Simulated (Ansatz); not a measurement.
**A trial form of P**

Theory: DFT PBE, scalar-relativistic, plane waves, PAW in Ansatz 0.2.0. Cutoff 420 eV, Gaussian smearing, Γ-centred meshes. Cell and atoms relax first on a coarse mesh and then on a finer one. In between, the cell is made exact in the group found at 0.06 Å. In metals the finer mesh still leaves noise of several meV/atom or more. The steps can't lower the symmetry of their start. No spin polarisation.

Recipe of this trial structure of P: random cell by space group and Wyckoff sites (P4/mmm, No. 123). Its size is a rough estimate.

Space group P4/mmm (No. 123). a = 3.400 Å, b = 3.400 Å, c = 1.960 Å, α = 90.00°, β = 90.00°, γ = 90.00°
```json
{"atom": "P", "site": "1a", "symmetry": "4/mmm", "x": "0.0000", "y": "0.0000", "z": "0.0000"}
```

Energies count from the standard state of P at the same level. The references include black phosphorus.

Problem. Where does the relaxation end?

Solution. The symmetry goes from P4/mmm (No. 123) to Pm-3m (No. 221). The end has the simple cubic type. The volume per atom shrinks by 35.5 %, from 22.7 to 14.6 Å³. The shortest distance goes from 1.96 Å (P–P) to 2.44 Å (P–P). The energy falls by about 1.3 eV/atom (the start's value is from the coarse mesh). Conventional cell: a = 2.445 Å. Around P lie 6 P at 2.44 Å.

```
CELL_PARAMETERS angstrom
2.44480 0.00000 0.00000
0.00000 2.44480 0.00000
0.00000 0.00000 2.44480
ATOMIC_POSITIONS crystal
P 0.00000 0.00000 0.00000
```

Problem. How does it come out in energy, and is it a metal?

Solution.

* Energy over the standard state: +0.09 eV/atom
* Gap on the 22×22×22 mesh of the 1-atom cell: 0 eV (a metal)

It lies above the standard state, so it could only be metastable.

The last run used Gaussian smearing of 0.10 eV. The reference form of P is held partly by dispersion forces, which this level lacks. A later test with randomly moved atoms ended 2 meV/atom higher, in P4/mmm at a loose tolerance, which is no clear verdict on its stability. In all, the 3 runs took 26 s on 1 thread of Arm Neoverse V1, on a shared host.
